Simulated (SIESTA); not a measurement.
Runs of SIESTA 5.4.2 on SnTe. The structure is cubic, space group Fm-3m (No. 225). The conventional cell has a = 6.302 Å, b = 6.302 Å, c = 6.302 Å, α = 90.00°, β = 90.00°, γ = 90.00°. Te (site symmetry m-3m) is surrounded by 6 Sn at 3.15 Å. Around Sn (site symmetry m-3m) lie 6 Te at 3.15 Å. 

| task | level | potentials or basis | cell | pressure (GPa) | V0 of scaled cells (Å³/atom) | B0 (GPa) |
| --- | --- | --- | --- | --- | --- | --- |
| equation of state | LDA | PseudoDojo 0.4 standard (LDA files), DZP (energy shift 0.003 Ry; two zetas on semicore shells) | as given | - | 30.70 | 52 |
| equation of state | PBEsol | PseudoDojo 0.4 standard (PBEsol files), DZP (energy shift 0.003 Ry; two zetas on semicore shells) | as given | - | 31.50 | (a) |
| single point | PBEsol | PseudoDojo 0.4 standard (PBEsol files), DZP (energy shift 0.003 Ry; two zetas on semicore shells) | atoms moved at random, drawn with an rms of 0.05 Å | 0.4 | - | - |
| single point | PBEsol | PseudoDojo 0.4 standard (PBEsol files), DZP (energy shift 0.003 Ry; two zetas on semicore shells) | as given | 0.3 | - | - |
| band structure | PBEsol | PseudoDojo 0.4 standard (PBEsol files), DZP (energy shift 0.003 Ry; two zetas on semicore shells) | as given | 0.3 | - | - |

Alike in all rows: no spin polarisation; k mesh 7 × 7 × 7; smearing fermi-dirac 0.05 eV; grid cutoff 500 Ry; energy shift 0.003 Ry.

Task: Fill in the values left out.

Result: (a) 47.

Caveats: the basis of atomic orbitals isn't converged, which shifts pressures, moduli and gaps.
